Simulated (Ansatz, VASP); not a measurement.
# Al3GaN4 (AlN/GaN superlattice along [0001]) in two plane-wave programs

Aim: how closely do two programs agree when they are given the same cell, functional and k mesh? The structure shown is the start of the Ansatz relaxation below; VASP solves that cell, so the two are compared at the walk's first step.

Calculated with Ansatz 0.2.0; plane waves, with VASP 6.6.1 beside it; single point at LDA.

**1. The structure**

The cell holds 64 atoms: 24 Al, 32 N and 8 Ga. Its edges and angles: a = 6.378 Å, b = 6.378 Å, c = 19.950 Å, α = 90.0°, β = 90.0°, γ = 120.0°. As first built, before any earlier steps moved the atoms (in the runner's words): wurtzite lattice with in-plane constant 3.189 A; 3 periods of AlN and 1 of GaN along [0001], 2 x 2 in-plane cells; the two parts stretched along z by 0.9492 and 1.0; every coordinate displaced by a Gaussian of 0.02 A. The structure's axis is c.

Structure file:

```xyz
64
Lattice="6.3780 0.0000 0.0000 -3.1890 5.5235 0.0000 0.0000 0.0000 19.9498" Properties=species:S:1:pos:R:3 pbc="T T T"
Al   -0.0006    0.0155   19.9307
Al    0.0254    1.8244    2.4494
Al   -3.1684    5.5086    4.9296
Al   -0.0253    1.8317    7.3605
Al    3.1747    5.4869    9.8746
Al   -0.0415    1.8346   12.3384
Al    4.7502    2.7715   19.9291
Al   -1.5732    4.5819    2.4375
Al   -1.5833    2.7981    4.9404
Al   -1.6290    4.6116    7.3804
Al    4.7846    2.7432    9.8544
Al   -1.6225    4.5787   12.2805
Al    3.1938    0.0194   19.9400
Al    3.1691    1.8336    2.4877
Al    3.1930    0.0012    4.8953
Al    3.1627    1.8436    7.3890
Al    3.1763    0.0299    9.8406
Al    3.1405    1.8613   12.3162
Al    1.5783    2.7467   19.9378
Al    1.5638    4.5835    2.4373
Al    1.6114    2.7691    4.9402
Al    1.5862    4.5837    7.3908
Al    1.5618    2.7613    9.8386
Al    1.5928    4.6169   12.2781
N    -0.0111    1.8510    0.6186
N     0.0156    0.0008    3.0501
N    -0.0114    1.8236    5.5219
N     3.2044    5.4936    7.9464
N    -0.0140    1.8489   10.4202
N     3.1903    5.5143   12.9343
N     0.0142    1.8589   15.4394
N     3.1805    5.5233   17.9630
N    -1.5899    4.6016    0.5993
N    -1.5755    2.7482    3.0298
N    -1.5728    4.5904    5.5081
N     4.7726    2.7653    7.9957
N    -1.5934    4.6052   10.4495
N    -1.5884    2.7676   12.9616
N    -1.5841    4.5988   15.3969
N    -1.5798    2.7487   18.0009
N     3.1871    1.8722    0.6063
N     3.1821    0.0138    3.0370
N     3.1750    1.8360    5.5297
N     3.1516    0.0066    7.9925
N     3.1980    1.8225   10.4375
N    -0.0071    5.4972   12.8860
N     3.1944    1.8454   15.4198
N     3.1806    0.0050   18.0087
N     1.5821    4.5905    0.6166
N     1.6094    2.7687    3.0168
N     1.5800    4.6024    5.5263
N     1.6129    2.7401    7.9654
N     1.6146    4.5800   10.4451
N     1.6111    2.7547   12.9313
N     1.6063    4.5910   15.3927
N     1.6051    2.8088   17.9794
Ga    3.1701    5.4955   14.7774
Ga    0.0225    1.8614   17.3567
Ga    4.7553    2.7331   14.7535
Ga   -1.6070    4.5968   17.3647
Ga    3.2043    0.0204   14.7724
Ga    3.1907    1.8114   17.3490
Ga    1.5856    2.7932   14.7553
Ga    1.6019    4.5834   17.3687
```

**2. Ansatz: relaxation, LDA**

Ansatz runs on its PAW soft_1 files.

The two programs are compared at the cell with which this relaxation starts, whose forces are those of its first step.

File input.yaml:

```yaml
crystal:
  lattice:
    - [6.378, 0.0, 0.0]
    - [-3.189, 5.52351, 0.0]
    - [0.0, 0.0, 19.94981]
  atoms:
    - { symbol: Al, position: [0.0013, 0.0028, 0.99904] }
    - { symbol: "N", position: [0.16581, 0.33511, 0.03101] }
    - { symbol: Al, position: [0.16912, 0.33029, 0.12278] }
    - { symbol: "N", position: [0.00251, 0.00014, 0.15289] }
    - { symbol: Al, position: [0.00188, 0.9973, 0.2471] }
    - { symbol: "N", position: [0.1633, 0.33016, 0.27679] }
    - { symbol: Al, position: [0.16185, 0.33162, 0.36895] }
    - { symbol: "N", position: [0.99971, 0.99459, 0.39832] }
    - { symbol: Al, position: [0.99445, 0.99338, 0.49497] }
    - { symbol: "N", position: [0.16517, 0.33474, 0.52232] }
    - { symbol: Al, position: [0.15957, 0.33214, 0.61847] }
    - { symbol: "N", position: [0.99938, 0.99834, 0.64834] }
    - { symbol: Ga, position: [0.9945, 0.99493, 0.74073] }
    - { symbol: "N", position: [0.1705, 0.33654, 0.77391] }
    - { symbol: Ga, position: [0.17202, 0.33699, 0.87002] }
    - { symbol: "N", position: [0.99866, 0.99997, 0.90041] }
    - { symbol: Al, position: [0.99566, 0.50176, 0.99896] }
    - { symbol: "N", position: [0.16727, 0.83309, 0.03004] }
    - { symbol: Al, position: [0.1681, 0.82952, 0.12218] }
    - { symbol: "N", position: [0.00175, 0.49755, 0.15187] }
    - { symbol: Al, position: [0.00504, 0.50658, 0.24764] }
    - { symbol: "N", position: [0.16893, 0.83106, 0.2761] }
    - { symbol: Al, position: [0.16204, 0.83491, 0.36995] }
    - { symbol: "N", position: [0.99861, 0.50064, 0.40079] }
    - { symbol: Al, position: [0.9985, 0.49664, 0.49396] }
    - { symbol: "N", position: [0.16704, 0.83375, 0.52379] }
    - { symbol: Al, position: [0.16008, 0.82894, 0.61557] }
    - { symbol: "N", position: [0.00148, 0.50105, 0.64971] }
    - { symbol: Ga, position: [0.99298, 0.49481, 0.73953] }
    - { symbol: "N", position: [0.16792, 0.83258, 0.77178] }
    - { symbol: Ga, position: [0.16416, 0.83223, 0.87042] }
    - { symbol: "N", position: [0.00113, 0.49764, 0.90231] }
    - { symbol: Al, position: [0.50251, 0.00352, 0.99951] }
    - { symbol: "N", position: [0.66918, 0.33895, 0.03039] }
    - { symbol: Al, position: [0.66286, 0.33196, 0.1247] }
    - { symbol: "N", position: [0.50017, 0.00249, 0.15223] }
    - { symbol: Al, position: [0.50074, 0.00022, 0.24538] }
    - { symbol: "N", position: [0.664, 0.33239, 0.27718] }
    - { symbol: Al, position: [0.66276, 0.33377, 0.37038] }
    - { symbol: "N", position: [0.49474, 0.0012, 0.40063] }
    - { symbol: Al, position: [0.50072, 0.00542, 0.49327] }
    - { symbol: "N", position: [0.66639, 0.32996, 0.52319] }
    - { symbol: Al, position: [0.66088, 0.33698, 0.61736] }
    - { symbol: "N", position: [0.4965, 0.99523, 0.64592] }
    - { symbol: Ga, position: [0.50425, 0.00369, 0.74048] }
    - { symbol: "N", position: [0.6679, 0.3341, 0.77293] }
    - { symbol: Ga, position: [0.66424, 0.32795, 0.86963] }
    - { symbol: "N", position: [0.49913, 0.0009, 0.9027] }
    - { symbol: Al, position: [0.49609, 0.49727, 0.9994] }
    - { symbol: "N", position: [0.6636, 0.83108, 0.03091] }
    - { symbol: Al, position: [0.66009, 0.82981, 0.12217] }
    - { symbol: "N", position: [0.50296, 0.50126, 0.15122] }
    - { symbol: Al, position: [0.50332, 0.50133, 0.24763] }
    - { symbol: "N", position: [0.66434, 0.83324, 0.27701] }
    - { symbol: Al, position: [0.66363, 0.82985, 0.37047] }
    - { symbol: "N", position: [0.50092, 0.49608, 0.39927] }
    - { symbol: Al, position: [0.49483, 0.49991, 0.49317] }
    - { symbol: "N", position: [0.66774, 0.82918, 0.52357] }
    - { symbol: Al, position: [0.66766, 0.83586, 0.61545] }
    - { symbol: "N", position: [0.50196, 0.49872, 0.64819] }
    - { symbol: Ga, position: [0.50146, 0.5057, 0.73962] }
    - { symbol: "N", position: [0.66743, 0.83117, 0.77157] }
    - { symbol: Ga, position: [0.66606, 0.82979, 0.87062] }
    - { symbol: "N", position: [0.50592, 0.50851, 0.90123] }
kpoints:
  mp_grid: { grid: [3, 3, 1] }
hamiltonian:
  xc: lda
  pseudopotentials: { kind: paw, azcp: { folder: soft_1 }, xc_functional: pbe }
scf:
  occupations: { method: fermi_dirac, width: 0.05 }
output:
  forces: true
relax:
  f_tol: 0.05
  max_steps: 150
  cell: {}
```

Run with:

```sh
$ ansatz run input.yaml --threads 4 --pin off --max-ram 15872MiB --backend cpu --events-out ev --progress --plain --runs-dir out
```

Numbers of over 12 decimals in the logs are rounded to 6 here.

Log:

```text
Engine: ansatz 0.2.0, aarch64-unknown-linux-gnu
Pseudopotentials: kind: paw
Pseudopotential: Al, paw, valence charge 3, recommended cutoff 420 eV (normal), soft_1/Al.paw.azcp
Pseudopotential: N, paw, valence charge 5, recommended cutoff 420 eV (normal), soft_1/N.paw.azcp
Pseudopotential: Ga, paw, valence charge 13, recommended cutoff 420 eV (normal), soft_1/Ga.paw.azcp
Functional definition: SPW92
  exchange = slater_x
  correlation = pw_c
Crystal: 64 atoms, lattice volume = 702.811 Å³
Basis set: ecut = 420 eV, 13759 PW (Γ)
Bands: 232, of which v1, the nominal top of the filled ones, is band 168 counted from 1 (167 counted from 0)
Symmetry: 1 space group operations
Space group: P1 (ITA 1), of the structure as read, at distance tolerance 8.9e-5 Å
k-points: 5 of 9 (time reversal used)
Non-local potential: Al, projectors of the file, l = 0: 2, l = 1: 2, l = 2: 1
Non-local potential: N, projectors of the file, l = 0: 2, l = 1: 2, l = 2: 1
Non-local potential: Ga, projectors of the file, l = 0: 2, l = 1: 2, l = 2: 3, l = 3: 1
PAW form: soft (Blöchl's): semilocal exchange-correlation on the pseudo side does not see the compensation charge
PAW frozen core: Al, regenerated for the run's functional, and the local potential with it (the file was generated under x = pbe(κ = 0.804, μ = 0.219515), c = pbe(β = 0.066725))
PAW frozen core: N, regenerated for the run's functional, and the local potential with it (the file was generated under x = pbe(κ = 0.804, μ = 0.219515), c = pbe(β = 0.066725))
PAW frozen core: Ga, regenerated for the run's functional, and the local potential with it (the file was generated under x = pbe(κ = 0.804, μ = 0.219515), c = pbe(β = 0.066725))
PAW one-centre angular grid: Al, 110 points (default); XC on 64 Gauss nodes
PAW one-centre angular grid: N, 110 points (default); XC on 64 Gauss nodes
PAW one-centre angular grid: Ga, 590 points (default); XC on 64 Gauss nodes
Initial density: superposition of atomic densities (chi_scale 0.1, normalization cell, long waves of neutral atoms (reshape's long-wave potential 4.38 eV rms, cloud 1.93 Å wide))
Initial wavefunctions: pseudopotential atomic-orbital guess
Functional: x = slater, c = lda
SCF iter   1: F=—  HF=-54048.359721 eV  |F-HF|=—  |Δ(HF+E_count)|=         —  Δρ=1.23e-1  dr2=1.18e2  ethr=3.10e-3  ⟨swp⟩=5.8  Hψ=4569  notcnv=0  defer=70
preconditioner: auto → Resta (q_TF=auto, 2.413 Å⁻¹)  ε∞=3.8  [insulator: Δε(μ)=3.573 eV  Ē_g=15.440 eV  σ=0.050 eV  W_gap=1.00  n_scr=176 (ndim 8)  ℏωp=25.7 eV  f_vac=0.000  D(μ)=0.00/eV (n_scr^D=0)  ε∞_Penn≈3.8]
SCF iter   2: F=—  HF=-54016.418248 eV  |F-HF|=—  |Δ(HF+E_count)|=    3.19e1  Δρ=4.88e-2  dr2=1.80e1  ethr=3.10e-3  ⟨swp⟩=2.2  Hψ=2214  notcnv=0  defer=288
SCF iter   3: F=—  HF=-54010.487100 eV  |F-HF|=—  |Δ(HF+E_count)|=    5.93e0  Δρ=1.44e-2  dr2=1.14e0  ethr=3.10e-3  ⟨swp⟩=3.0  Hψ=1702  notcnv=0  defer=288
SCF iter   4: F=—  HF=-54010.233767 eV  |F-HF|=—  |Δ(HF+E_count)|=   2.53e-1  Δρ=5.60e-3  dr2=1.46e-1  ethr=3.39e-4  ⟨swp⟩=3.0  Hψ=2194  notcnv=0  defer=292
SCF iter   5: F=—  HF=-54010.134512 eV  |F-HF|=—  |Δ(HF+E_count)|=   9.93e-2  Δρ=1.38e-3  dr2=2.11e-2  ethr=4.34e-5  ⟨swp⟩=3.0  Hψ=1746  notcnv=0  defer=292
SCF iter   6: F=—  HF=-54010.133562 eV  |F-HF|=—  |Δ(HF+E_count)|=   9.50e-4  Δρ=4.41e-4  dr2=3.36e-3  ethr=6.29e-6  ⟨swp⟩=2.2  Hψ=1548  notcnv=0  defer=292
SCF iter   7: F=—  HF=-54010.132962 eV  |F-HF|=—  |Δ(HF+E_count)|=   6.00e-4  Δρ=1.25e-4  dr2=8.57e-4  ethr=1.00e-6  ⟨swp⟩=2.2  Hψ=1517  notcnv=0  defer=292
SCF iter   8: F=—  HF=-54010.132801 eV  |F-HF|=—  |Δ(HF+E_count)|=   1.60e-4  Δρ=9.31e-5  dr2=7.83e-5  ethr=2.55e-7  ⟨swp⟩=2.0  Hψ=1636  notcnv=0  defer=292
SCF iter   9: F=—  HF=-54010.132749 eV  |F-HF|=—  |Δ(HF+E_count)|=   5.24e-5  Δρ=3.62e-5  dr2=1.29e-5  ethr=2.33e-8  ⟨swp⟩=2.0  Hψ=1947  notcnv=0  defer=292
SCF iter  10: F=—  HF=-54010.132745 eV  |F-HF|=—  |Δ(HF+E_count)|=   3.82e-6  Δρ=1.32e-5  dr2=1.90e-6  ethr=3.85e-9  ⟨swp⟩=2.0  Hψ=1697  notcnv=0  defer=292
SCF iter  11: F=—  HF=-54010.132746 eV  |F-HF|=—  |Δ(HF+E_count)|=   4.52e-7  Δρ=4.56e-6  dr2=1.59e-7  ethr=5.65e-10  ⟨swp⟩=2.0  Hψ=1572  notcnv=0  defer=292
SCF iter  12: F=-54010.132746 eV  HF=-54010.132746 eV  |F-HF|=2.22e-9  |Δ(HF+E_count)|=   2.86e-8  Δρ=1.08e-6  dr2=6.19e-9  ethr=2.98e-11  ⟨swp⟩=3.0  Hψ=2860  notcnv=0
SCF 1 converged in 12 iterations: F = -54010.132746 eV  dr2 = 6.19e-9
  greatest PAW one-centre occupation: 0.996 electrons in one spin orbital (limit 2), on the Ga atom at site 28 (counted from 0), in its partial waves of l = 2
relax step   1: F+E_penalty+E_count = -54010.13274557 eV  Δ(F+E_penalty+E_count) = +0.000e0 eV  max|allowed force component| = 3.420e0 eV/Å  Δτ_max = 0.0000 Å  P = -9.022 GPa  Ω = 702.811 Å³  (12 SCF iters, dr2 threshold 1.00e-7 eV, accepted)
Crystal: 64 atoms, lattice volume = 682.801 Å³
Basis set: ecut = 420 eV, 13427 PW (Γ)
[...]
atom  12  N      0.00113067     0.00117249    -0.00342851
  atom  13  Ga    -0.00027436    -0.00247235     0.00306323
  atom  14  N      0.00181354     0.00120178     0.00280669
  atom  15  Ga    -0.00072575     0.00019361    -0.00245764
  atom  16  N     -0.00007209    -0.00032391     0.00189547
  atom  17  Al    -0.00219527     0.00022785    -0.00222294
  atom  18  N      0.00038686    -0.00012710    -0.00045610
  atom  19  Al    -0.00103261    -0.00191815    -0.00040323
  atom  20  N      0.00016949     0.00060283     0.00125352
  atom  21  Al     0.00135583     0.00179963    -0.00196402
  atom  22  N      0.00017144    -0.00191153     0.00050648
  atom  23  Al    -0.00099489     0.00078822     0.00028097
  atom  24  N      0.00205708    -0.00029270     0.00081205
  atom  25  Al    -0.00037294    -0.00145687    -0.00173973
  atom  26  N      0.00008129     0.00075893     0.00048844
  atom  27  Al    -0.00029491     0.00004314    -0.00113274
  atom  28  N      0.00384352     0.00041876    -0.00719963
  atom  29  Ga    -0.00188327    -0.00070255     0.00696587
  atom  30  N      0.00101279     0.00161823     0.00236469
  atom  31  Ga    -0.00104361    -0.00049678    -0.00146445
  atom  32  N      0.00101449     0.00025897     0.00347049
  atom  33  Al     0.00031752     0.00011521    -0.00205821
  atom  34  N      0.00061886     0.00045946    -0.00091183
  atom  35  Al    -0.00035568    -0.00017696     0.00079342
[...]
atom  57  Al    -0.00367703     0.00087754    -0.00178201
  atom  58  N      0.00406243    -0.00210240     0.00050714
  atom  59  Al    -0.00300028     0.00281074    -0.00174100
  atom  60  N      0.00367258    -0.00217062    -0.00357491
  atom  61  Ga    -0.00396931     0.00189820     0.00343258
  atom  62  N      0.00124692     0.00002412     0.00086755
  atom  63  Ga     0.00143720    -0.00170554     0.00051538
  atom  64  N     -0.00089828     0.00192287     0.00209825
  max |Σ_I F_I| component: 2.15e-6 eV/Å
--- Stress (GPa, compression-positive) ---
        0.005360       0.000360       0.001142
        0.000360       0.004020       0.000225
        0.001142       0.000225       0.010880
  P = ⅓ Tr σ = 0.0068 GPa (0.068 kbar)
--- Relaxed structure (6 steps of the walk, 6 accepted, 2 SCFs on fresh bases) ---
  F+E_penalty+E_count = -54013.05500053 eV   max|allowed force component| = 7.200e-3 eV/Å   (the final SCF, on the basis selected at the relaxed cell)
  cell:  # Å, volume = 667.0573 Å³
    - [6.208708, 6.447910287590732e-6, 5.038902694303536e-5]
    - [-3.104348, 5.376837, -2.249600363819226e-5]
    - [0.000157612, 9.746476146141464e-6, 19.981807]
  atoms:
    - { symbol: Al, position: [-0.0007507, -0.000435387, 0.999308] }
    - { symbol: N, position: [0.165920, 0.332915, 0.028355] }
    - { symbol: Al, position: [0.165938, 0.332932, 0.122687] }
    - { symbol: N, position: [-0.000754884, -0.000425543, 0.151830] }
    - { symbol: Al, position: [-0.000760338, 0.999574, 0.246168] }
    - { symbol: N, position: [0.165922, 0.332925, 0.275304] }
    - { symbol: Al, position: [0.165926, 0.332903, 0.369637] }
    - { symbol: N, position: [0.999233, 0.999569, 0.398772] }
    - { symbol: Al, position: [0.999247, 0.999581, 0.493103] }
    - { symbol: N, position: [0.165896, 0.332898, 0.522257] }
    - { symbol: Al, position: [0.165933, 0.332904, 0.616642] }
    - { symbol: N, position: [0.999232, 0.999558, 0.645360] }
    - { symbol: Ga, position: [0.999265, 0.999586, 0.742804] }
    - { symbol: N, position: [0.165917, 0.332897, 0.775108] }
    - { symbol: Ga, position: [0.165932, 0.332901, 0.872280] }
    - { symbol: N, position: [0.999257, 0.999566, 0.904892] }
    - { symbol: Al, position: [0.999274, 0.499575, 0.999310] }
    - { symbol: N, position: [0.165923, 0.832912, 0.028356] }
    - { symbol: Al, position: [0.165937, 0.832932, 0.122691] }
    - { symbol: N, position: [-0.000747719, 0.499580, 0.151833] }
    - { symbol: Al, position: [-0.000770918, 0.499567, 0.246168] }
    - { symbol: N, position: [0.165916, 0.832927, 0.275303] }
    - { symbol: Al, position: [0.165910, 0.832899, 0.369634] }
    - { symbol: N, position: [0.999232, 0.499572, 0.398772] }
    - { symbol: Al, position: [0.999246, 0.499582, 0.493107] }
    - { symbol: N, position: [0.165899, 0.832899, 0.522257] }
    - { symbol: Al, position: [0.165910, 0.832901, 0.616643] }
    - { symbol: N, position: [-0.000774152, 0.499563, 0.645367] }
    - { symbol: Ga, position: [0.999277, 0.499569, 0.742794] }
    - { symbol: N, position: [0.165904, 0.832885, 0.775107] }
    - { symbol: Ga, position: [0.165938, 0.832908, 0.872275] }
    - { symbol: N, position: [-0.000741195, 0.499572, 0.904890] }
    - { symbol: Al, position: [0.499254, -0.000428279, 0.999309] }
    - { symbol: N, position: [0.665920, 0.332907, 0.028354] }
    - { symbol: Al, position: [0.665929, 0.332915, 0.122686] }
    - { symbol: N, position: [0.499251, -0.000427391, 0.151834] }
    - { symbol: Al, position: [0.499239, -0.000421535, 0.246168] }
    - { symbol: N, position: [0.665923, 0.332924, 0.275306] }
    - { symbol: Al, position: [0.665915, 0.332909, 0.369637] }
    - { symbol: N, position: [0.499234, -0.000421844, 0.398772] }
    - { symbol: Al, position: [0.499245, -0.000458143, 0.493110] }
    - { symbol: N, position: [0.665900, 0.332913, 0.522255] }
    - { symbol: Al, position: [0.665939, 0.332896, 0.616646] }
    - { symbol: N, position: [0.499234, 0.999570, 0.645353] }
    - { symbol: Ga, position: [0.499259, -0.000451615, 0.742808] }
    - { symbol: N, position: [0.665926, 0.332897, 0.775108] }
    - { symbol: Ga, position: [0.665941, 0.332927, 0.872278] }
    - { symbol: N, position: [0.499259, -0.000444464, 0.904890] }
    - { symbol: Al, position: [0.499266, 0.499586, 0.999306] }
    - { symbol: N, position: [0.665923, 0.832907, 0.028357] }
    - { symbol: Al, position: [0.665935, 0.832927, 0.122690] }
    - { symbol: N, position: [0.499250, 0.499573, 0.151832] }
    - { symbol: Al, position: [0.499233, 0.499574, 0.246162] }
    - { symbol: N, position: [0.665922, 0.832919, 0.275303] }
    - { symbol: Al, position: [0.665904, 0.832906, 0.369636] }
    - { symbol: N, position: [0.499228, 0.499568, 0.398771] }
    - { symbol: Al, position: [0.499261, 0.499562, 0.493108] }
    - { symbol: N, position: [0.665894, 0.832914, 0.522257] }
    - { symbol: Al, position: [0.665918, 0.832878, 0.616645] }
    - { symbol: N, position: [0.499233, 0.499574, 0.645360] }
    - { symbol: Ga, position: [0.499277, 0.499534, 0.742803] }
    - { symbol: N, position: [0.665913, 0.832883, 0.775109] }
    - { symbol: Ga, position: [0.665927, 0.832916, 0.872270] }
    - { symbol: N, position: [0.499262, 0.499563, 0.904891] }
```

The column dr2 measures how far the density is from self-consistency, as an energy; F and HF (Harris–Foulkes) agree once it is small.

(Continued in part 2 of 2.)

[Lines on the potential files, build, host, timing and source positions are cut from VASP's logs without a mark.]

[Logs are printed without paths, hosts, clocks, repeated set-up lines and the standing remarks that a program may print on its own settings, such as how far it seeks lower states.]

[Hosts, paths, dates, database ids (printed as entryN), source tags and the programs' standing remarks are cut or masked in the printed files.]
